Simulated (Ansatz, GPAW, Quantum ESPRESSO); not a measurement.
# Rh: programs and potentials compared

```
CELL_PARAMETERS angstrom
0.00000 1.89785 1.89785
1.89785 0.00000 1.89785
1.89785 1.89785 0.00000
ATOMIC_POSITIONS crystal
Rh 0.00000 0.00000 0.00000
```

Alike in all runs: task band structure; functional RPBE; k mesh 12 × 12 × 12; occupations fermi-dirac, width 0.05 eV; no spin polarisation; no spin-orbit coupling. Pressure is positive in compression and, in plane waves, holds the error of the finite cutoff.

```json
{"program and potentials": "Quantum ESPRESSO, SG15 PBE 1.2", "plane-wave cutoff (eV)": "952", "notes": "potentials made for PBE; 17 valence electrons an atom on average", "pressure (GPa)": "12.84"}
{"program and potentials": "Ansatz, all-electron LAPW, scalar-relativistic", "plane-wave cutoff (eV)": "-", "notes": "-", "pressure (GPa)": "11.97"}
{"program and potentials": "GPAW, the program's PAW data sets (release 1.2.1) made for this functional", "plane-wave cutoff (eV)": "600", "notes": "15 valence electrons an atom on average", "pressure (GPa)": "14.53"}
```

The pressure spans 11.97 (Ansatz, all-electron LAPW, scalar-relativistic) to 14.53 GPa (GPAW, the program's PAW data sets (release 1.2.1) made for this functional), with all-electron results at 11.97. The cell lies far from this level's equilibrium.

The functional is the same throughout but for its coding, so the spread measures potentials, basis and numerics; runs on potential files found faulty are left out.
